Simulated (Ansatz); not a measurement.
# ZnO: the cell at several levels of theory

The task here is to estimate one member of a computed series from the others.

Code: Ansatz 0.2.0. PAW datasets, plane waves, zero pressure. Values at 0 K without nuclear motion; spin polarisation is off, and the phase may be a hypothetical one.

## The structure to begin with

This is the cell as the run starts from it, not yet at rest; its lengths are not the crystal's.

Space group P6_3/mmc (No. 194), hexagonal; a = 2.593 Å, c = 4.227 Å in the conventional setting, 6.15 Å³ an atom. Near Zn stand 6 O at 1.83 Å; near O stand 6 Zn at 1.83 Å.

As a file:

```xyz
4
Lattice="2.5933 0.0000 0.0000 -1.2967 2.2459 0.0000 0.0000 0.0000 4.2271" Properties=species:S:1:pos:R:3 pbc="T T T"
Zn    0.0000    0.0000    0.0000
Zn    0.0000    0.0000    2.1135
O     0.0000    1.4972    1.0568
O     1.2967    0.7486    3.1703
```

The first run:

input.yaml reads:

```yaml
crystal:
  lattice:
    - [2.59330443, 0.0, 0.0]
    - [-1.296652215, 2.2458675161, 0.0]
    - [0.0, 0.0, 4.2270862209]
  atoms:
    - { symbol: Zn, position: [0.0, 0.0, 0.0] }
    - { symbol: Zn, position: [0.0, 0.0, 0.5] }
    - { symbol: O, position: [0.3333333333, 0.6666666667, 0.25] }
    - { symbol: O, position: [0.6666666667, 0.3333333333, 0.75] }
kpoints:
  mp_grid: { grid: [12, 12, 6] }
hamiltonian:
  xc: pbe
scf:
  occupations: { method: fermi_dirac, width: 0.02 }
relax:
  f_tol: 0.005
  cell: {}
```

Run with:

```sh
$ ansatz run input.yaml --threads 2 --pin off --max-ram 2211MiB --backend cpu --events-out ev --progress --plain --runs-dir out
```

Among the steps run: Relaxing with PBE; Relaxation with r2SCAN; Relaxation with PBEsol; Relaxation with LDA; Relaxing with HSE06.

One of the session's tables, all rows but one given; the rest of the session is left out.

| level | a (Å) | c (Å) | volume (Å³/atom) |
| --- | --- | --- | --- |
| PBE | ? | ? | ? |
| r2SCAN | 2.977 | 5.126 | 9.834 |
| PBEsol | 2.978 | 5.119 | 9.827 |
| LDA | 2.943 | 5.052 | 9.471 |
| HSE06 | 2.980 | 5.140 | 9.879 |

Q: Estimate the row for PBE from the others.

**Answer.** a (Å): 3.025; c (Å): 5.192; volume (Å³/atom): 10.288. In the column «a (Å)» it is the highest.

**Reading.** From the start to the first minimum the volume moved by +67.1 %. LDA gives the smallest cell and PBE the largest; they differ by 8.6 % in volume, a mean of 2.8 % in length. The meshes differ: PBE 12×12×6, r2SCAN 12×12×4, PBEsol 12×12×4, LDA 12×12×4, HSE06 6×6×4.
